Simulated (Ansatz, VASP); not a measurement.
BaF2 (Frankdicksonite) in VASP and in Ansatz

```
Ba F
1.0
     0.00000    3.14084    3.14084
     3.14084    0.00000    3.14084
     3.14084    3.14084    0.00000
Ba F
1 2
Direct
  0.00000 0.00000 0.00000
  0.75000 0.75000 0.75000
  0.25000 0.25000 0.25000
```

Change from the starting cell: volume scaled by 1.04.

Alike in both runs: task single point; functional PBE; k mesh 8 × 8 × 8; occupations fermi-dirac, width 0.05 eV; no spin polarisation.

```csv
,VASP,Ansatz
version,VASP 6.6.1,Ansatz 0.2.0
potentials or method,"VASP PAW PBE potentials, release 64 (Ba_sv, F)",Ansatz PAW
plane-wave cutoff (eV),520,420
valence electrons in the cell,24,24
```

|  | VASP | Ansatz | Ansatz less VASP |
| --- | --- | --- | --- |
| gap on the k mesh at the Fermi level (eV) | 6.59 | 6.66 | +0.063 |
| least direct gap on the mesh (eV) | 6.65 | 6.73 | +0.080 |
| pressure (GPa) | 0.0 | -0.9 | -0.90 |

Caveats: spin-orbit coupling is left out, which moves the levels of the heavy elements; the pressure holds a Pulay correction of +0.4 GPa for the finite cutoff (Ansatz). A k mesh can miss the band edges.
